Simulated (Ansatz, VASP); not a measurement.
## LiH in VASP and in Ansatz

The input POSCAR:

```
LiH
1.0
    0.0000000000      2.0048678053      2.0048678053
    2.0048678053      0.0000000000      2.0048678053
    2.0048678053      2.0048678053      0.0000000000
Li H
1 1
Direct
    0.0000000000      0.0000000000      0.0000000000
    0.5000000000      0.5000000000      0.5000000000
```

INCAR.step1

```
PREC = Accurate ; ENCUT = 520
ISMEAR = 0 ; SIGMA = 0.01
LREAL = F ; LASPH = T
NELM = 60 ; NBANDS = 9
GGA = PE ; ALGO = Normal
EDIFF = 1E-4 ; LWAVE = T
LCHARG = F
```

INCAR.step2

```
PREC = Accurate ; ENCUT = 520
EDIFF = 1E-6 ; ISMEAR = 0
SIGMA = 0.01 ; LREAL = F
LASPH = T ; NELM = 60
ALGO = Normal ; ISIF = 2
LWAVE = F ; LCHARG = F
METAGGA = R2SCAN ; LMIXTAU = T
NBANDS = 9 ; ISTART = 1
```

Contents of KPOINTS:

```
Automatic mesh
0
Gamma
  10 10 10
```

Input for Ansatz:

```yaml
crystal:
  lattice:
    - [0.0, 2.0048678053, 2.0048678053]
    - [2.0048678053, 0.0, 2.0048678053]
    - [2.0048678053, 2.0048678053, 0.0]
  atoms:
    - { symbol: Li, position: [0.0, 0.0, 0.0] }
    - { symbol: H, position: [0.5, 0.5, 0.5] }
kpoints:
  mp_grid: { grid: [10, 10, 10] }
  band_path:
    path:
      - [0.0, 0.0, 0.0]
      - [0.5, 0.0, 0.5]
      - [0.625, 0.25, 0.625]
      - [0.375, 0.375, 0.75]
      - [0.5, 0.5, 0.5]
      - [0.5, 0.25, 0.75]
      - [0.0, 0.5, 0.5]
    npoints: 1
hamiltonian:
  xc: r2scan
scf:
  occupations: { method: fixed }
  n_extra_bands: 4
output:
  forces: true
  stress: true
  eigenvalues: true
```

Change from the starting cell: hydrostatic strain +0.3%.

Alike in both runs: task single point; functional r2SCAN; k mesh 10 × 10 × 10; no spin polarisation.

|  | VASP | Ansatz |
| --- | --- | --- |
| version | VASP 6.6.1 | Ansatz 0.2.0 |
| potentials or method | VASP PAW PBE potentials, release 64 (Li_sv, H) | plane waves, PAW |
| plane-wave cutoff (eV) | 520 | 500 |
| occupations | gaussian, width 0.01 eV | fixed |
| valence electrons in the cell | 4 | 4 |

|  | VASP | Ansatz | Ansatz less VASP |
| --- | --- | --- | --- |
| gap on the k mesh at the Fermi level (eV) | 3.58 | 3.63 | +0.052 |

 A k mesh can miss the band edges.
